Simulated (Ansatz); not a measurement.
## CrCuO2 under changes of volume

One of the cells (10.911 Å³/atom); the others are scaled copies at fixed shape and fractional positions:

```
Cu Cr O
1.0
     1.48670    0.85835    5.70000
    -1.48670    0.85835    5.70000
     0.00000   -1.71669    5.70000
Cu Cr O
1 1 2
Direct
  0.00000 0.00000 0.00000
  0.50000 0.50000 0.50000
  0.89208 0.89208 0.89208
  0.10792 0.10792 0.10792
```

| Property | Result |
| --- | --- |
| Program | Ansatz 0.2.0 |
| Functional | PBE |
| Potentials or basis | Ansatz PAW |
| Cutoff | 420 eV (not typed: the program's choice for these potentials) |
| k mesh | 10 × 10 × 10 |
| Occupations | fermi-dirac, width 0.05 eV |
| Spin | collinear spin, ferromagnetic start |
| Starting moments | [0.6, 3.0, 0.0, 0.0] μB |

| volume (Å³/atom) | energy over the lowest point (meV/atom) | pressure (GPa) | gap on the mesh (eV) | largest force (eV/Å) |
| --- | --- | --- | --- | --- |
| 10.256 | 45.86 | 17.6 | 0.89 | 0.174 |
| 10.474 | 25.39 | 12.6 | 0.97 | 0.103 |
| 10.692 | 11.33 | 8.1 | 1.04 | 0.036 |
| 10.911 | ? | ? | ? | ? |
| 11.129 | 0.00 | 0.5 | 1.08 | 0.083 |
| 11.347 | 1.58 | -2.8 | 1.06 | 0.137 |
| 11.565 | 7.36 | -5.7 | 1.03 | 0.187 |

**Question.** What does the run at 10.911 Å³/atom give?

**Answer.** Energy over the lowest point 3.06 meV/atom; pressure 4.1 GPa; gap on the mesh 1.11 eV; largest force 0.026 eV/Å.

Worked out: A Birch-Murnaghan fit of order 3 (a polynomial in V^(-2/3)) to the other rows has its minimum at 11.16 Å³/atom with B0 = V·E''(V) = 172 GPa and B' = 4.5 at fixed shape and positions, which overstates the stiffness. It gives 3.05 meV/atom at 10.911 Å³/atom, against the run's 3.06, and -dE/dV = 4.1 GPa, against 4.1. A parabola through the other rows of the gap, of slope 1.05 eV per unit of ln V there, gives 1.07 eV, against the run's 1.11.

Energies are extrapolated to zero smearing.

Caveats: only a ferromagnetic start was run, and an antiferromagnetic order may lie lower in energy.

A mesh can miss the band edges.
